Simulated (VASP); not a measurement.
# MoS2 in VASP: single point with PBEsol

Aim: the single point of MoS2 with PBEsol.

Everything below comes from runs of VASP 6.6.1. Logs are shortened: lines on timing, memory, paths and dates and some standing lists are left out, and cuts for length are marked.

### 1 The slab as given

The cell holds a slab with vacuum, 3 atoms: a = 3.169 Å, b = 3.169 Å, c = 18.130 Å, α = 90.00°, β = 90.00°, γ = 120.00°.

### 2 Single point, PBEsol

INCAR

```
SYSTEM = MoS2
PREC = Accurate
ENCUT = 460
EDIFF = 1E-7
ISMEAR = 0
SIGMA = 0.05
LREAL = .FALSE.
LASPH = .TRUE.
NELM = 120
ALGO = Normal
ISIF = 2
LWAVE = .FALSE.
LCHARG = .FALSE.
LDIPOL = .TRUE.
IDIPOL = 3
DIPOL = 0.5 0.5 0.500
GGA = PS
NBANDS = 24
LVHAR = .TRUE.
LVACPOTAV = .TRUE.
```

KPOINTS

```
Automatic mesh
0
G
  10 10 1
  0 0 0
```

POSCAR

```
MoS2
1.0
    3.1690000000      0.0000000000      0.0000000000
   -1.5845000000      2.7444345000      0.0000000000
    0.0000000000      0.0000000000     18.1302960000
S Mo
2 1
Direct
    0.3333333333      0.6666666667      0.4136722313
    0.3333333333      0.6666666667      0.5863277687
    0.6666666667      0.3333333333      0.5000000000
```

Potentials or basis: VASP PAW PBE potentials, release 64 (S, Mo_sv).

Run with:

```
cat potpaw_PBE.64/S/POTCAR potpaw_PBE.64/Mo_sv/POTCAR > POTCAR
mpirun -np 1 vasp_std > vasp.out
```

OUTCAR:

```text
SYSTEM = MoS2
   PREC = Accurate
   ENCUT = 460
   EDIFF = 1E-7
   ISMEAR = 0
   LREAL = .FALSE.
   LASPH = .TRUE.
   NELM = 120
   ISIF = 2
   GGA = PS

 Found     14 irreducible k-points:

 Following reciprocal coordinates:
            Coordinates               Weight
  0.000000  0.000000  0.000000      1.000000
  0.100000  0.000000  0.000000      6.000000
  0.200000  0.000000  0.000000      6.000000
  0.300000  0.000000  0.000000      6.000000
  0.400000 -0.000000  0.000000      6.000000
  0.500000  0.000000  0.000000      3.000000
   k-points           NKPTS =     14   k-points in BZ     NKDIM =     14   number of bands    NBANDS=     24
   number of dos      NEDOS =    301   number of ions     NIONS =      3
   total plane-waves  NPLWV =  73728
   dimension x,y,z NGX =    24 NGY =   24 NGZ =  128
   dimension x,y,z NGXF=    48 NGYF=   48 NGZF=  256
   ions per type =               2   1
   NGX,Y,Z   is equivalent  to a cutoff of  12.59, 12.59, 11.74 a.u.
   NGXF,Y,Z  is equivalent  to a cutoff of  25.18, 25.18, 23.47 a.u.
 SYSTEM =  MoS2
   PREC   = accura    normal or accurate (medium, high low for compatibility)
   ISTART =      0    job   : 0-new  1-cont  2-samecut
   ICHARG =      2    charge: 1-file 2-atom 10-const
   ISPIN  =      1    spin polarized calculation?
   LNONCOLLINEAR =      F non collinear calculations
   LSORBIT =      F    spin-orbit coupling
   LASPH  =      T    aspherical Exc in radial PAW
   ENCUT  =  460.0 eV  33.81 Ry    5.81 a.u.   5.54  5.54 31.71*2*pi/ulx,y,z
   NELM   =    120;   NELMIN=  2; NELMDL= -5     # of ELM steps
   EDIFF  = 0.1E-06   stopping-criterion for ELM
   LREAL  =      F    real-space projection
   EDIFFG = 0.1E-05   stopping-criterion for IOM
   NSW    =      0    number of steps for IOM
   IBRION =     -1    ionic relax: 0-MD 1-quasi-New 2-CG
   NFREE  =      0    steps in history (QN), initial steepest desc. (CG)
   ISIF   =      2    stress and relaxation
   ISYM   =      2    0-nonsym 1-usesym 2-fastsym
   POTIM  = 0.5000    time-step for ionic-motion
   TEBEG  =    0.0;   TEEND  =   0.0 temperature during run
   PSTRESS=    0.0 pullay stress
   NELECT =      26.0000    total number of electrons
   NUPDOWN=      -1.0000    fix difference up-down
   EMIN   =  10.00;   EMAX   =-10.00  energy-range for DOS
   EFERMI =   0.00;   METHOD = LEGACY
   ISMEAR =     0;   SIGMA  =   0.05  broadening in eV -4-tet -1-fermi 0-gaus
   EFERMI_NEDOS =   21; number of points for ismear=-14 and -15
   IALGO  =     38    algorithm
   IMIX   =      4    mixing-type and parameters
     AMIX     =   0.40;   BMIX     =  1.00
     AMIX_MAG =   1.60;   BMIX_MAG =  1.00
  volume/ion in A,a.u.               =      52.56       354.70
  Fermi-wavevector in a.u.,A,eV,Ry     =   0.897717  1.696438 10.964870  0.805895
  Thomas-Fermi vector in A             =   2.020336
   LORBIT       =      0    0 simple, 1 ext, 2 COOP (PROOUT), +10 PAW based schemes
   GGA     = PS    functional components
   LHFCALC =     F    Hartree Fock is set to
   AEXX    =    0.0000 exact exchange contribution
   IVDW    =     0    specifies the selected vdW correction
   LEPSILON=     F    determine dielectric tensor
   LRPA    =     F    only Hartree local field effects (RPA)
 non-spin polarized calculation
 Gauss-broadening in eV      SIGMA  =   0.05
  energy-cutoff  :      460.00
  volume of cell :      157.68
 maximum number of plane-waves:      3593
 NGX is ok and might be reduce to    24
   NGX = 11   NGY = 11   NGZ = 63

 dipolmoment           0.000000      0.000000      0.000000 electrons x Angstroem

 number of electron      26.0000006 magnetization

 dipolmoment           0.000000      0.000000     -0.000000 electrons x Angstroem

 Free energy of the ion-electron system (eV)
  ---------------------------------------------------
  ext. energy  EPLUGINS =         0.00000000
  ---------------------------------------------------
  free energy    TOTEN  =       -23.41227159 eV

  energy without entropy =      -23.41227159  energy(sigma->0) =      -23.41227159

 E-fermi :  -1.4666     XC(G=0):  -4.2447

 val. band max:       -1.6738292945   @ k =   0.0000   0.0000   0.0000
 cond. band min:       0.2324822757   @ k =   0.3000   0.3000   0.0000
 fundamental gap:      1.9063115703
 Fermi energy:        -1.4665526907

 k-point     1 :       0.0000    0.0000    0.0000
  band No.  band energies     occupation
      1     -62.3734      2.00000
      2     -36.5606      2.00000
      3     -36.3298      2.00000
      4     -36.3298      2.00000
      5     -15.7323      2.00000
      6     -14.4152      2.00000
[... 16 lines left out ...]
     23       7.4034      0.00000
     24       7.7091      0.00000

 k-point     2 :       0.1000    0.0000    0.0000
  band No.  band energies     occupation
      1     -62.3696      2.00000
      2     -36.5531      2.00000
      3     -36.3683      2.00000
      4     -36.3385      2.00000
      5     -15.5814      2.00000
      6     -14.3524      2.00000
[... 16 lines left out ...]
     23       7.8495      0.00000
     24       8.0596      0.00000

 k-point     3 :       0.2000    0.0000    0.0000
  band No.  band energies     occupation
      1     -62.3596      2.00000
      2     -36.5334      2.00000
      3     -36.4678      2.00000
      4     -36.3613      2.00000
      5     -15.1625      2.00000
      6     -14.1788      2.00000
[... 16 lines left out ...]
     23       7.9872      0.00000
     24       8.2300      0.00000

 k-point     4 :       0.3000    0.0000    0.0000
  band No.  band energies     occupation
      1     -62.3472      2.00000
      2     -36.5888      2.00000
      3     -36.5089      2.00000
      4     -36.3893      2.00000
      5     -14.5808      2.00000
      6     -13.9413      2.00000
[... 16 lines left out ...]
     23       7.8794      0.00000
     24       8.1054      0.00000

 k-point     5 :       0.4000   -0.0000    0.0000
  band No.  band energies     occupation
      1     -62.3371      2.00000
      2     -36.6850      2.00000
      3     -36.4890      2.00000
      4     -36.4119      2.00000
      5     -14.0317      2.00000
      6     -13.7251      2.00000
[... 16 lines left out ...]
     23       8.3870      0.00000
     24       8.5827      0.00000

 k-point     6 :       0.5000    0.0000    0.0000
  band No.  band energies     occupation
      1     -62.3333      2.00000
      2     -36.7214      2.00000
      3     -36.4814      2.00000
      4     -36.4205      2.00000
      5     -13.7940      2.00000
      6     -13.6354      2.00000
[... 16 lines left out ...]
     23       8.8058      0.00000
     24       9.1186      0.00000

 [... further k-points ...]

------------------------ aborting loop because EDIFF is reached ----------------------------------------

  FORCE on cell =-STRESS in cart. coord.  units (eV):
  Direction    XX          YY          ZZ          XY          YZ          ZX
  --------------------------------------------------------------------------------------
  -------------------------------------------------------------------------------------
  Total       -1.1720332     -1.1720332     -1.0067331      0.0000000      0.0000000      0.0000000
  in kB      -11.9088679    -11.9088678    -10.2292769      0.0000000      0.0000000      0.0000000
  external PRESSURE =     -11.3490042 kB  Pullay stress =       0.0000000 kB

 VOLUME and BASIS-vectors are now :
 -----------------------------------------------------------------------------
  energy-cutoff  :      460.00
  volume of cell :      157.68
      direct lattice vectors                 reciprocal lattice vectors
     3.169000000  0.000000000  0.000000000     0.315556958  0.182186895  0.000000000
    -1.584500000  2.744434500  0.000000000     0.000000000  0.364373790  0.000000000
     0.000000000  0.000000000 18.130296000     0.000000000  0.000000000  0.055156298

 POSITION                                       TOTAL-FORCE (eV/Angst)
 -----------------------------------------------------------------------------------
     -0.00000      1.82962      7.50000        -0.000000      0.000000      0.310424
     -0.00000      1.82962     10.63030        -0.000000      0.000000     -0.310424
      1.58450      0.91481      9.06515         0.000000      0.000000      0.000000
 -----------------------------------------------------------------------------------
    total drift:                               -0.000000      0.000000      0.000000

  FREE ENERGIE OF THE ION-ELECTRON SYSTEM (eV)
  ---------------------------------------------------
  free  energy   TOTEN  =       -23.4122715880 eV

  energy  without entropy=      -23.4122715880  energy(sigma->0) =      -23.41227159

 vacuum level on the upper side and lower side of the slab         4.316         4.316
```

It took 81 s on 1 thread of Intel Xeon Platinum 8488C (Sapphire Rapids), shared host; peak memory 0.24 GiB.

The run converged, but some of its settings lie outside the range that counts as converged, so its numbers aren't taken as properties of the slab.

What came out:

```
Free energy                            : -23.4123 eV
Largest force                          : 0.310 eV/Å
Band gap on the k mesh                 : 1.91 eV, indirect (least direct gap 1.99 eV)
Ionisation potential of the upper face : 5.99 eV
```

Caveat: the PAW data sets were made with another functional, which shifts forces and pressure a little.
